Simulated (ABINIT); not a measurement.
CoO:

```xyz
2
Lattice="0.0000 2.1315 2.1315 2.1315 0.0000 2.1315 2.1315 2.1315 0.0000" Properties=species:S:1:pos:R:3 pbc="T T T"
Co    0.0000    0.0000    0.0000
O     2.1315    2.1315    2.1315
```

Base run:

```yaml
Program: ABINIT 10.8.3 (patched build)
Functional: LDA
Potentials_or_basis: JTH PAW LDA v2.0
Cutoff: 626 eV
k_mesh: 11 × 11 × 11
Occupations: fermi-dirac, width 0.05 eV
Spin: collinear spin, ferromagnetic start
Starting_moments: "[2.0, 0.0] μB"
```

Its results: band gap on the k mesh none (metal or under the smearing width); net moment 2.87 μB per cell; site moments Co +2.50; O +0.30 μB.

**Question.** After a change of settings the same cell gave: band gap on the k mesh none (metal or under the smearing width); net moment 2.39 μB per cell; site moments Co +2.15; O +0.18 μB. Which change was it?
A. functional from LDA to LDA-PZ
B. k mesh from 11 × 11 × 11 to 4 × 4 × 4
C. k mesh from 11 × 11 × 11 to 9 × 9 × 9
D. k mesh from 11 × 11 × 11 to 14 × 14 × 14

**Answer.** B.

Caveats: some runs use coarse meshes; a cell with one magnetic atom can't hold antiferromagnetic order, which such compounds often take; semilocal functionals often make such compounds metallic where correlation or magnetic order opens a gap, which also shifts bond lengths.

Not every run made on this cell is shown here.
